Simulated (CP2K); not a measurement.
Crystal: Ga.

```
CELL_PARAMETERS angstrom
3.02901 0.00000 0.00000
0.49806 2.98778 0.00000
-1.76353 -1.49389 1.95784
ATOMIC_POSITIONS crystal
Ga 0.00000 0.00000 0.00000
```

This isn't the form of Ga at room conditions, which is orthorhombic.

Base run:

- Program: CP2K 2026.2
- Functional: rev-vdW-DF2
- Potentials or basis: POTENTIAL_UZH Ga GTH-PBE-q13; TZVP-MOLOPT-PBE-GTH basis
- Density cutoff: 9184 eV
- k mesh: 13 × 13 × 13
- Occupations: fermi-dirac, width 0.05 eV
- Spin: no spin polarisation

Its results: band gap on the k mesh none (metal or under the smearing width); pressure 4.0 GPa.

Problem. The run is repeated on the same cell with these changes: functional from rev-vdW-DF2 to LDA. What comes out?

Solution. Band gap on the k mesh none (metal or under the smearing width); pressure -1.2 GPa.

Caveats: the potentials were made for another functional, which shifts forces and pressure; the basis of atomic orbitals isn't converged, which shifts pressures, moduli and gaps.
